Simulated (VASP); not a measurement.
Here is a VASP 6.6.1 calculation.

The input INCAR:

```
PREC = Accurate ; ENCUT = 600
EDIFF = 1E-6 ; ISMEAR = 0
SIGMA = 0.01 ; LREAL = F
LASPH = T ; NELM = 100
ALGO = Normal ; ISIF = 3
LWAVE = F ; LCHARG = F
GGA = PS ; IBRION = 2
NSW = 80 ; EDIFFG = -0.001
```

KPOINTS

```
Automatic mesh
0
Gamma
  8 8 8
```

POSCAR

```
GaP
1.0
    0.0000000000      2.7192250973      2.7192250973
    2.7192250973      0.0000000000      2.7192250973
    2.7192250973      2.7192250973      0.0000000000
Ga P
1 1
Direct
    0.0000000000      0.0000000000      0.0000000000
    0.7500000000      0.7500000000      0.7500000000
```

Potentials or basis: VASP PAW PBE potentials, release 64 (Ga_d, P).

Command:

```console
$ cat potpaw_PBE.64/Ga_d/POTCAR potpaw_PBE.64/P/POTCAR > POTCAR
$ mpirun -np 1 vasp_std > vasp.out
```

Task: What does it give for the space group after relaxing (to 0.05 Å)?

Result: F-43m (No. 216).

Task: Estimate the relaxed cell.

Result: a = 3.844 Å, b = 3.844 Å, c = 3.844 Å, α = 60.00°, β = 60.00°, γ = 60.00°.

Task: Estimate the band gap on the k mesh.

Result: 1.50 eV, indirect (least direct gap 1.81 eV).

Final structure:
```
Ga P
1.0
     0.00000    2.71829    2.71829
     2.71829    0.00000    2.71829
     2.71829    2.71829    0.00000
Ga P
1 1
Direct
  0.00000 0.00000 0.00000
  0.75000 0.75000 0.75000
```

 A k mesh can miss the band edges.
